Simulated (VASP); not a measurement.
In AlFe (CsCl type) the Fe atom of the primitive cell, with all its periodic images, is moved by 0.06 Å along [111].

```xyz
2
Lattice="2.8700 0.0000 0.0000 0.0000 2.8700 0.0000 0.0000 0.0000 2.8700" Properties=species:S:1:pos:R:3 pbc="T T T"
Fe    0.0346    0.0346    0.0346
Al    1.4350    1.4350    1.4350
```

Level of theory: PBE, plane waves, standard recommended PAW potentials in VASP 6.6.1.

Cutoff 381 eV; orbitals from an earlier step on the same cell; potentials Fe_pv Al; PREC = Accurate; k-mesh 4×4×4 Γ-centred; Fermi–Dirac smearing of 0.1 eV; no spin polarisation.

Q: What force results?

A: The force on it along the displacement is -0.4829 eV/Å, a force constant of 8.05 eV/Å².

```
atom  Fx (eV/Å)  Fy (eV/Å)  Fz (eV/Å)
 Fe1    -0.2788    -0.2788    -0.2788
 Al2     0.2788     0.2788     0.2788
```

The k-mesh is coarse, so these values belong to this mesh and can lie far from the converged ones. Spin polarisation is left out, and a magnetic state may lie lower.
